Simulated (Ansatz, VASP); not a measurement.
## One calculation of La, two programs

The input INCAR:

```
SYSTEM = La
ALGO = Normal ; EDIFF = 1E-6
ENCUT = 520 ; ISIF = 2
ISMEAR = -1 ; LASPH = .True.
LCHARG = .False. ; LREAL = .False.
LWAVE = .False. ; NBANDS = 18
NELM = 80 ; PREC = Accurate
SIGMA = 0.1
```

File KPOINTS:

```
k-points
0
Gamma
  10 10 10
  0 0 0
```

POSCAR

```
La
1.0
    0.0000000000      3.2584993195      3.2584993195
    3.2584993195      0.0000000000      3.2584993195
    3.2584993195      3.2584993195      0.0000000000
La
2
Direct
    0.1250000000      0.1250000000      0.1250000000
    0.8750000000      0.8750000000      0.8750000000
```

Input for Ansatz:

```yaml
crystal:
  lattice:
    - [0.0, 3.2584993195, 3.2584993195]
    - [3.2584993195, 0.0, 3.2584993195]
    - [3.2584993195, 3.2584993195, 0.0]
  atoms:
    - { symbol: La, position: [0.125, 0.125, 0.125] }
    - { symbol: La, position: [0.875, 0.875, 0.875] }
hamiltonian:
  xc: lda
  pseudopotentials:
    kind: paw
    azcp:
      La: "pseudopotentials/La.paw.azcp"
basis:
  ecutwfc: 420
  fft_grid_basis: typed
kpoints:
  mp_grid: { grid: [10, 10, 10], shift: [0, 0, 0] }
magnetization:
  spin_polarized: false
scf:
  occupations: { method: fermi_dirac, width: 0.1 }
  lower_state_search: "off"
output:
  stress: true
```

Alike in both runs: task single point; functional LDA; k mesh 10 × 10 × 10; occupations fermi-dirac, width 0.1 eV; no spin polarisation.

|  | VASP | Ansatz |
| --- | --- | --- |
| version | VASP 6.6.1 | Ansatz 0.2.0 |
| potentials or method | VASP PAW LDA potentials, release 64 (La) | plane waves (420 eV) with PAW, scalar-relativistic |
| plane-wave cutoff (eV) | 520 | 420 |
| valence electrons in the cell | 22 | 22 |

```tsv
	VASP	Ansatz	Ansatz less VASP
pressure (GPa)	-0.1	0.0	+0.07
```

Ansatz warned: «pseudo_functional_mismatch».

The runs have no spin-orbit coupling, so splittings on La are missing.
